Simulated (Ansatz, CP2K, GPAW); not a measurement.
Cost and result for the band gap of ZnS

**What was measured.** The band gap of ZnS (Wurtzite-2H) (P6_3mc) is reported as 3.91 eV at 4 K (a printed reference work). The runs below try to reproduce it.

The structure is hexagonal, space group P6_3mc (No. 186). Conventional cell: a = 3.811 Å, b = 3.811 Å, c = 6.234 Å, α = 90.00°, β = 90.00°, γ = 120.00°. Zn (site symmetry 3m) has 4 S at 2.31 to 2.40 Å as nearest neighbours. S (site symmetry 3m) has 4 Zn at 2.31 to 2.40 Å as nearest neighbours.

| rung | level | program and potentials | cutoff (eV) | k mesh | core time | chip | band gap (eV) | miss (eV) | notes |
| --- | --- | --- | --- | --- | --- | --- | --- | --- | --- |
| GGA | PBE | Ansatz, all-electron LAPW, scalar-relativistic | - | 8 × 8 × 5 | 63 s | Arm Neoverse V1 | 2.25 | -1.66 | - |
| non-local van der Waals functional | vdW-DF2 | GPAW, GPAW PAW data sets (gpaw-data 1.2.1) | 600 | 6 × 6 × 3 | 65 s | Intel Xeon 6975P-C Granite Rapids | 2.22 | -1.69 | potentials made for PBE |
| non-local van der Waals functional | vdW-DF-cx | GPAW, GPAW PAW data sets (gpaw-data 1.2.1) | 600 | 6 × 6 × 3 | 79 s | AMD EPYC 9R45 Zen 5 | 2.24 | -1.67 | potentials made for PBE |
| GGA | WC | GPAW, PAW data sets generated for this functional | 600 | 6 × 6 × 3 | 1.7 min | Arm Neoverse V2 | 2.07 | -1.84 | - |
| GGA | PW91 | GPAW, PAW data sets generated for this functional | 600 | 6 × 6 × 3 | 2.1 min | Arm Neoverse V2 | 2.21 | -1.70 | - |
| GGA | PBE | CP2K, POTENTIAL_UZH Zn GTH-PBE-q12, S GTH-PBE-q6; TZVP-MOLOPT-PBE-GTH basis | - | 8 × 8 × 5 | 2.1 min | Arm Neoverse N1 | 2.21 | -1.70 | atomic basis |
| non-local van der Waals functional | optB88-vdW | GPAW, GPAW PAW data sets (gpaw-data 1.2.1) | 600 | 6 × 6 × 3 | 2.1 min | Intel Xeon Platinum 8488C Sapphire Rapids | 2.25 | -1.66 | potentials made for PBE |
| LDA | LDA | GPAW, PAW data sets generated for this functional | 600 | 6 × 6 × 3 | 2.5 min | Arm Neoverse V2 | 1.99 | -1.92 | - |
| non-local van der Waals functional | optPBE-vdW | GPAW, GPAW PAW data sets (gpaw-data 1.2.1) | 600 | 6 × 6 × 3 | 3.4 min | Arm Neoverse N1 | 2.34 | -1.57 | potentials made for PBE |
| meta-GGA | r2SCAN | GPAW, GPAW PAW data sets (gpaw-data 1.2.1) | 600 | 6 × 6 × 3 | 6.2 min | Arm Neoverse V2 | 2.82 | -1.09 | potentials made for PBE |

Times are single runs on shared hosts and different chips, so they are rough; meshes, cutoffs and the tasks' sizes weigh on the time. Task: band structure. All rows: no spin polarisation. Gaps are the least found on the k mesh or the band path, and a mesh can miss the band edges. The cell comes from a database and isn't always the measured one. Meshes differ between rows, which moves values too. All levels ran on this one cell, unrelaxed unless noted. Meshes are those of the run's cell of 4 atoms unless a note names another. Misses use the values as printed. Runs on faulty files, with rough fits or with known faults for this quantity aren't shown. No row holds spin-orbit coupling.

By rung: LDA 1.99; GGA 2.07 to 2.25; non-local van der Waals functional 2.22 to 2.34; meta-GGA 2.82; GGA in atomic bases 2.21 (eV). Measured: 3.91 eV at 4 K (a printed reference work). Closest, coarse meshes and atomic bases left aside, is r2SCAN (-1.09 eV), and PBE misses by -1.66 eV on plain settings. LDA and GGA gaps fall short mostly because these functionals lack the derivative discontinuity; the runs are for a static lattice, while measurements hold temperature and zero-point motion.
